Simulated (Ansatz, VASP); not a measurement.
## One calculation of HfO2, two programs

```
CELL_PARAMETERS angstrom
0.00000 2.48509 2.61253
2.48509 0.00000 2.61253
2.48509 2.48509 0.00000
ATOMIC_POSITIONS crystal
Hf 0.00000 0.00000 0.00000
O 0.25000 0.25000 0.25000
O 0.75000 0.75000 0.75000
```

Change from the starting cell: strain -0.025 along x and y, +0.025 along z, atoms carried along.

Alike in both runs: task single point; functional PBE; k mesh 8 × 8 × 8; occupations gaussian, width 0.05 eV; no spin polarisation.

|  | VASP | Ansatz |
| --- | --- | --- |
| version | VASP 6.6.1 | Ansatz 0.2.0 |
| potentials or method | VASP PAW PBE potentials, release 64 (Hf_pv, O) | scalar-relativistic, plane waves, PAW |
| plane-wave cutoff (eV) | 520 | 420 |
| valence electrons in the cell | 22 | 38 |

```tsv
	VASP	Ansatz	Ansatz less VASP
gap on the k mesh at the Fermi level (eV)	3.30	3.30	-0.002
least direct gap on the mesh (eV)	3.51	3.50	-0.012
pressure (GPa)	3.0	6.8	+3.84
largest component of the traceless stress (GPa)	15.95	15.64	-0.307
```

The functional is the same, so the differences come from potentials, cutoffs and numerics. The two sets of potentials don't hold the same shells in valence.

Caveats: spin-orbit coupling is left out, which moves the levels of the heavy elements. A k mesh can miss the band edges.
